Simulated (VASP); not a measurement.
# CeO (F-43m) in VASP: further runs

One crystal, CeO, is run at these levels: PBEsol+U; tasks: single point.

All numbers are computed with VASP 6.6.1; they aren't measurements. Logs are shortened: lines on timing, memory, paths and dates and some standing lists are left out, and cuts for length are marked.

### Step 1. The structure

The structure is cubic, space group F-43m (No. 216). Conventional cell: a = 5.266 Å, b = 5.266 Å, c = 5.266 Å, α = 90.00°, β = 90.00°, γ = 90.00°. Ce (site symmetry -43m) has 4 O at 2.28 Å as nearest neighbours. O (site symmetry -43m) is surrounded by 4 Ce at 2.28 Å.

The cell comes from a database or a generator and needn't be the stable form of this composition.

### Step 2. Single point, PBEsol+U, collinear spin, antiferromagnetic start

INCAR

```
PREC = Accurate
ENCUT = 520
EDIFF = 1E-6
ISMEAR = 0
SIGMA = 0.05
LREAL = False
LASPH = True
NELM = 120
ALGO = Normal
ISIF = 2
LWAVE = False
LCHARG = False
ISPIN = 2
MAGMOM = 1 -1 0 0
LORBIT = 11
LMAXMIX = 6
LDAU = True
LDAUTYPE = 2
LDAUL = 3 -1
LDAUU = 4 0
LDAUJ = 0 0
LDAUPRINT = 1
GGA = PS
NBANDS = 30
```

KPOINTS

```
regular mesh
0
Gamma
  6 6 6
```

POSCAR

```
CeO
1.0
    0.0000000000      2.6331826700      2.6331826700
    2.6331826700      0.0000000000      2.6331826700
    5.2663653400      5.2663653400      0.0000000000
Ce O
2 2
Direct
    0.0000000000      0.0000000000      0.0000000000
    0.0000000000      0.0000000000      0.5000000000
    0.2500000000      0.2500000000      0.1250000000
    0.2500000000      0.2500000000      0.6250000000
```

Potentials or basis: VASP PAW PBE potentials, release 64 (Ce, O).

Launch:

```console
> cat potpaw_PBE.64/Ce/POTCAR potpaw_PBE.64/O/POTCAR > POTCAR
> mpirun -np 1 vasp_std > vasp.out
```

OUTCAR:

```text
PREC = Accurate
   ENCUT = 520
   EDIFF = 1E-6
   ISMEAR = 0
   LREAL = False
   LASPH = True
   NELM = 120
   ISIF = 2
   ISPIN = 2
   LORBIT = 11
   GGA = PS

 ion  position               nearest neighbor table
   1  0.000  0.000  0.000-   3 2.28   4 2.28   3 2.28   3 2.28
   2  0.000  0.000  0.500-   3 2.28   4 2.28   4 2.28   4 2.28
   3  0.250  0.250  0.125-   1 2.28   1 2.28   1 2.28   2 2.28
   4  0.250  0.250  0.625-   2 2.28   2 2.28   1 2.28   2 2.28

  LATTYP: Found a trigonal (rhomboedric) cell.
 ALAT       =     6.4499539410
 COS(alpha) =     0.8333333333

  Lattice vectors:

 A1 = (   5.2663653400,   2.6331826700,  -2.6331826700)
 A2 = (   2.6331826700,   2.6331826700,  -5.2663653400)
 A3 = (   2.6331826700,   5.2663653400,  -2.6331826700)

Analysis of symmetry for initial positions (statically):
=====================================================================
 Subroutine PRICEL returns following result:

  LATTYP: Found a face centered cubic cell.
 ALAT       =     5.2663653400
[... 12 lines left out ...]
 Subroutine GETGRP returns: Found  6 space group operations
 (whereof  6 operations were pure point group operations)
 out of a pool of 12 trial point group operations.

The static configuration has the point symmetry C_3v.

Analysis of symmetry for dynamics (positions and initial velocities):
=====================================================================
 Subroutine PRICEL returns following result:

  LATTYP: Found a face centered cubic cell.
 ALAT       =     5.2663653400
[... 12 lines left out ...]
 Subroutine GETGRP returns: Found  6 space group operations
 (whereof  6 operations were pure point group operations)
 out of a pool of 12 trial point group operations.

The dynamic configuration has the point symmetry C_3v.

Analysis of structural, dynamic, and magnetic symmetry:
[... 252 lines left out ...]
  o =  0.0157  v =  0.0000  0.0000  0.0000  0.0000  0.0000  0.0000  0.0000 -0.4564  0.0138 -0.3535 -0.5773 -0.3535 -0.0000  0.4564      0.0000  0.0000  0.0000  0.0000  0.0000  0.0000  0.0000  0.0000  0.0000  0.0000  0.0000  0.0000  0.0000  0.0000
  o =  0.0232  v =  0.0000  0.0000  0.0000  0.0000  0.0000  0.0000  0.0000 -0.2406  0.0000 -0.1810  0.8078 -0.3075  0.0007  0.4028      0.0000  0.0000  0.0000  0.0000  0.0000  0.0000  0.0000  0.0000  0.0000  0.0000  0.0000  0.0000  0.0000  0.0000
  o =  0.0232  v =  0.0000  0.0000  0.0000  0.0000  0.0000  0.0000  0.0000  0.5990 -0.0000  0.4661 -0.1188 -0.3943  0.0045  0.5044      0.0000  0.0000  0.0000  0.0000  0.0000  0.0000  0.0000  0.0000  0.0000  0.0000  0.0000  0.0000  0.0000  0.0000
  o =  0.0455  v = -0.0716  0.9876 -0.0554 -0.0905 -0.0554 -0.0000  0.0716  0.0000  0.0000  0.0000  0.0000  0.0000  0.0000  0.0000      0.0000  0.0000  0.0000  0.0000  0.0000  0.0000  0.0000  0.0000  0.0000  0.0000  0.0000  0.0000  0.0000  0.0000
  o =  0.8659  v =  0.0000  0.0000  0.0000  0.0000  0.0000  0.0000  0.0000 -0.0063 -0.9999 -0.0049 -0.0080 -0.0049  0.0000  0.0063      0.0000  0.0000  0.0000  0.0000  0.0000  0.0000  0.0000  0.0000  0.0000  0.0000  0.0000  0.0000  0.0000  0.0000

 number of electron      36.0000015 magnetization      -0.0000000

 Free energy of the ion-electron system (eV)
  ---------------------------------------------------
  ext. energy  EPLUGINS =         0.00000000
  ---------------------------------------------------
  free energy    TOTEN  =       -31.13080054 eV

  energy without entropy =      -31.12686644  energy(sigma->0) =      -31.12883349

 E-fermi :   8.6787     XC(G=0): -10.9121

 val. band max:        8.6784392096   @ k =   0.3333   0.3333   0.1667
 cond. band min:       8.7357091169   @ k =  -0.1667  -0.3333   0.1667
 fundamental gap:      0.0572699073
 Fermi energy:         8.6786715004

 spin component 1

 k-point     1 :       0.0000    0.0000    0.0000
  band No.  band energies     occupation
      1     -26.7951      1.00000
      2     -26.2896      1.00000
      3     -13.2412      1.00000
      4     -11.2453      1.00000
      5      -9.2348      1.00000
      6      -9.2348      1.00000
[... 1577 lines left out ...]
     29      11.0435      0.00000
     30      11.1068      0.00000

 [... further k-points ...]

------------------------ aborting loop because EDIFF is reached ----------------------------------------

  FORCE on cell =-STRESS in cart. coord.  units (eV):
  Direction    XX          YY          ZZ          XY          YZ          ZX
  --------------------------------------------------------------------------------------
  -------------------------------------------------------------------------------------
  Total        7.9607375      7.9607375      7.9607375      0.1379253     -0.1379253     -0.1379253
  in kB      174.6469203    174.6469203    174.6469203      3.0258787     -3.0258787     -3.0258787
  external PRESSURE =     174.6469203 kB  Pullay stress =       0.0000000 kB

 VOLUME and BASIS-vectors are now :
 -----------------------------------------------------------------------------
  energy-cutoff  :      520.00
  volume of cell :       73.03
      direct lattice vectors                 reciprocal lattice vectors
     0.000000000  2.633182670  2.633182670    -0.189884282  0.189884282  0.189884282
     2.633182670  0.000000000  2.633182670     0.189884282 -0.189884282  0.189884282
     5.266365340  5.266365340  0.000000000     0.094942141  0.094942141 -0.094942141

 POSITION                                       TOTAL-FORCE (eV/Angst)
 -----------------------------------------------------------------------------------
      0.00000      0.00000      0.00000         0.052755      0.052755     -0.052755
      2.63318      2.63318      0.00000         0.052755      0.052755     -0.052755
      1.31659      1.31659      1.31659        -0.052755     -0.052755      0.052755
      3.94977      3.94977      1.31659        -0.052755     -0.052755      0.052755
 -----------------------------------------------------------------------------------
    total drift:                               -0.000051     -0.000051      0.000051

  FREE ENERGIE OF THE ION-ELECTRON SYSTEM (eV)
  ---------------------------------------------------
  free  energy   TOTEN  =       -31.1308005392 eV

  energy  without entropy=      -31.1268664383  energy(sigma->0) =      -31.12883349

 total charge

# of ion       s       p       d       f       tot
--------------------------------------------------
    1        2.047   5.728   0.983   1.069   9.828
    2        2.047   5.728   0.983   1.069   9.828
    3        1.580   3.456   0.000   0.000   5.035
    4        1.580   3.456   0.000   0.000   5.035
--------------------------------------------------
tot          7.254  18.367   1.967   2.138  29.726

 magnetization (x)

# of ion       s       p       d       f       tot
--------------------------------------------------
    1        0.003   0.010   0.089   0.845   0.947
    2       -0.003  -0.010  -0.089  -0.845  -0.947
    3       -0.000  -0.020   0.000   0.000  -0.021
    4        0.000   0.020   0.000   0.000   0.021
--------------------------------------------------
tot          0.000   0.000   0.000   0.000   0.000
```

stdout:

```text
POSCAR found type information on POSCAR CeO
 POSCAR found :  2 types and       4 ions
 scaLAPACK will be used
 -----------------------------------------------------------------------------
|                                                                             |
|                                                                             |
|     You enforced a specific xc type in the INCAR file but a different       |
|     I HOPE YOU KNOW WHAT YOU ARE DOING!                                     |
|                                                                             |
 -----------------------------------------------------------------------------

 LDA part: xc-table for (Slater+PW92), standard interpolation
 POSCAR, INCAR and KPOINTS ok, starting setup
 FFT: planning ... GRIDC
 FFT: planning ... GRID_SOFT
 FFT: planning ... GRID
 WAVECAR not read
 entering main loop
```

Wall time 2.5 min (1 thread of Intel Xeon 6975P-C (Granite Rapids), shared host); peak memory 0.31 GiB.

The run converged, but a check on its numbers failed (symmetry, net force, bounds or a known fault of this set-up), so they aren't taken as properties of the crystal.

Caveat: the magnetic or orbital state may not be the lowest; the result breaks the symmetry of the cell; the PAW data sets were made with another functional, which shifts forces and pressure a little; spin-orbit coupling is left out, which moves the levels of the heavy elements.

### Step 3. Single point, PBEsol+U, collinear spin, zero start

This run uses another cell than the first one: it holds 2 atoms, not 4.

INCAR

```
SYSTEM = CeO
PREC = Accurate
ENCUT = 520
EDIFF = 1E-6
ISMEAR = 0
SIGMA = 0.05
LREAL = .False.
LASPH = .True.
NELM = 150
ALGO = Normal
ISIF = 2
LWAVE = .False.
LCHARG = .False.
ISPIN = 2
MAGMOM = 0 0
LORBIT = 11
LMAXMIX = 6
LDAU = .True.
LDAUTYPE = 2
LDAUL = 3 -1
LDAUU = 4 0
LDAUJ = 0 0
LDAUPRINT = 1
GGA = PS
NBANDS = 20
```

KPOINTS

```
regular mesh
0
Gamma
  6 6 6
  0 0 0
```

POSCAR

```
CeO
1.0
    0.0000000000      2.6331826700      2.6331826700
    2.6331826700      0.0000000000      2.6331826700
    2.6331826700      2.6331826700      0.0000000000
Ce O
1 1
Direct
    0.0000000000      0.0000000000      0.0000000000
    0.2500000000      0.2500000000      0.2500000000
```

Potentials or basis: VASP PAW PBE potentials, release 64 (Ce, O).

Launch:

```console
> cat potpaw_PBE.64/Ce/POTCAR potpaw_PBE.64/O/POTCAR > POTCAR
> mpirun -np 1 vasp_std > vasp.out
```

It took 28 s on 1 thread of Intel Xeon 6975P-C (Granite Rapids), shared host; peak memory 0.19 GiB.

The run converged. Its results:

| Property | Result |
| --- | --- |
| Free energy | -15.1863 eV |
| Pressure | 13.4 GPa |
| Band gap on the k mesh | none (metal or under the smearing width) |
| Net moment | -0.41 μB per cell |
| Site moments | Ce -0.16; O -0.00 μB |
| Valence electrons inside the program's atomic spheres | Ce 9.76; O 5.04 |

Levels at points of the mesh, in eV from the Fermi level:
Spin up:
```csv
k point,band 6,band 7,band 8,band 9,band 10,band 11,band 12,band 13
"(0.00, 0.00, 0.00)",-6.45,-6.45,-6.45,-1.57,1.32,1.51,1.51,1.51
"(0.50, 0.00, 0.00)",-5.80,-5.80,-4.92,-0.22,1.08,1.52,1.52,1.91
"(0.50, 0.50, 0.00)",-6.75,-4.51,-4.51,-0.24,0.21,1.71,1.75,1.75
```
Spin down:
| k point | band 5 | band 6 | band 7 | band 8 | band 9 | band 10 | band 11 | band 12 | band 13 | band 14 |
| --- | --- | --- | --- | --- | --- | --- | --- | --- | --- | --- |
| (0.00, 0.00, 0.00) | -17.52 | -6.51 | -6.51 | -6.51 | -2.02 | 1.28 | 1.39 | 1.39 | 1.39 | 2.12 |
| (0.50, 0.00, 0.00) | -16.53 | -5.85 | -5.85 | -4.96 | -0.55 | 0.97 | 1.40 | 1.40 | 1.84 | 1.84 |
| (0.50, 0.50, 0.00) | -15.88 | -6.83 | -4.54 | -4.54 | -0.34 | -0.30 | 1.65 | 1.68 | 1.68 | 1.78 |

Eigenvalues of the final occupation matrices:
```tsv
site	spin	trace	eigenvalues
site 1 f	1	0.51	0.01 0.01 0.01 0.01 0.01 0.01 0.44
site 1 f	2	0.52	0.01 0.01 0.01 0.02 0.02 0.02 0.43
```

Caveat: the magnetic or orbital state may not be the lowest; the PAW data sets were made with another functional, which shifts forces and pressure a little; spin-orbit coupling is left out, which moves the levels of the heavy elements.

### Step 4. Single point, PBEsol+U, collinear spin, random start

This run uses another cell than the first one: it holds 2 atoms, not 4.

INCAR

```
SYSTEM = CeO
PREC = Accurate
ENCUT = 520
EDIFF = 1E-7
ISMEAR = 0
SIGMA = 0.05
LREAL = .False.
LASPH = .True.
NELM = 100
ALGO = Normal
ISIF = 2
LWAVE = .False.
LCHARG = .True.
ISPIN = 2
MAGMOM = 0.06 0
LORBIT = 11
LMAXMIX = 6
LDAU = .True.
LDAUTYPE = 2
LDAUL = 3 -1
LDAUU = 4 0
LDAUJ = 0 0
LDAUPRINT = 1
GGA = PS
LELF = .True.
LVHAR = .True.
NBANDS = 20
```

KPOINTS

```
Automatic mesh
0
Gamma
  6 6 6
  0 0 0
```

POSCAR is that of step 3.

Potentials or basis: VASP PAW PBE potentials, release 64 (Ce, O).

Launch:

```console
> cat potpaw_PBE.64/Ce/POTCAR potpaw_PBE.64/O/POTCAR > POTCAR
> mpirun -np 1 vasp_std > vasp.out
```

OUTCAR:

```text
SYSTEM = CeO
   PREC = Accurate
   ENCUT = 520
   EDIFF = 1E-7
   ISMEAR = 0
   LREAL = .False.
   LASPH = .True.
   NELM = 100
   ISIF = 2
   ISPIN = 2
   LORBIT = 11
   GGA = PS

 ion  position               nearest neighbor table
   1  0.000  0.000  0.000-   2 2.28   2 2.28   2 2.28   2 2.28
   2  0.250  0.250  0.250-   1 2.28   1 2.28   1 2.28   1 2.28

  LATTYP: Found a face centered cubic cell.
 ALAT       =     5.2663653400
[... 999 lines left out ...]
  external PRESSURE =     161.8808892 kB  Pullay stress =       0.0000000 kB

 VOLUME and BASIS-vectors are now :
 -----------------------------------------------------------------------------
  energy-cutoff  :      520.00
  volume of cell :       36.52
      direct lattice vectors                 reciprocal lattice vectors
     0.000000000  2.633182670  2.633182670    -0.189884282  0.189884282  0.189884282
     2.633182670  0.000000000  2.633182670     0.189884282 -0.189884282  0.189884282
     2.633182670  2.633182670  0.000000000     0.189884282  0.189884282 -0.189884282

 POSITION                                       TOTAL-FORCE (eV/Angst)
 -----------------------------------------------------------------------------------
      0.00000      0.00000      0.00000        -0.000000     -0.000000     -0.000000
      1.31659      1.31659      1.31659         0.000000      0.000000      0.000000
 -----------------------------------------------------------------------------------
    total drift:                                0.000000      0.000000      0.000000

  FREE ENERGIE OF THE ION-ELECTRON SYSTEM (eV)
  ---------------------------------------------------
  free  energy   TOTEN  =       -15.5720769728 eV

  energy  without entropy=      -15.5707480862  energy(sigma->0) =      -15.57141253

 total charge

# of ion       s       p       d       f       tot
--------------------------------------------------
    1        2.043   5.720   1.005   1.070   9.839
    2        1.578   3.457   0.000   0.000   5.035
--------------------------------------------------
tot          3.622   9.177   1.005   1.070  14.874

 magnetization (x)

# of ion       s       p       d       f       tot
--------------------------------------------------
    1        0.007   0.026   0.210   0.883   1.126
    2       -0.002  -0.038   0.000   0.000  -0.040
--------------------------------------------------
tot          0.005  -0.012   0.210   0.883   1.086
```

stdout:

```text
POSCAR found type information on POSCAR CeO
 POSCAR found :  2 types and       2 ions
 scaLAPACK will be used
 -----------------------------------------------------------------------------
|                                                                             |
|                                                                             |
|     You enforced a specific xc type in the INCAR file but a different       |
|     I HOPE YOU KNOW WHAT YOU ARE DOING!                                     |
|                                                                             |
 -----------------------------------------------------------------------------

 LDA part: xc-table for (Slater+PW92), standard interpolation
 POSCAR, INCAR and KPOINTS ok, starting setup
 FFT: planning ... GRIDC
 FFT: planning ... GRID_SOFT
 FFT: planning ... GRID
 WAVECAR not read
 entering main loop
```

It took 28 s on 1 thread of Intel Xeon 6975P-C (Granite Rapids), shared host; peak memory 0.19 GiB.

Results:

```
Free energy                                           : -15.5721 eV
Pressure                                              : 16.2 GPa
Band gap on the k mesh                                : none (metal or under the smearing width)
Net moment                                            : 1.47 μB per cell
Site moments                                          : Ce +1.13; O -0.04 μB
Valence electrons inside the program's atomic spheres : Ce 9.84; O 5.04
```

Eigenvalues of the final occupation matrices:
| site | spin | trace | eigenvalues |
| --- | --- | --- | --- |
| site 1 f | 1 | 0.98 | 0.01 0.01 0.01 0.03 0.03 0.03 0.85 |
| site 1 f | 2 | 0.10 | 0.01 0.01 0.01 0.01 0.01 0.01 0.03 |

Caveat: the magnetic or orbital state may not be the lowest; the PAW data sets were made with another functional, which shifts forces and pressure a little; spin-orbit coupling is left out, which moves the levels of the heavy elements. The state reached can hang on the start; a lower one may exist.

[end of part 1 of 2]
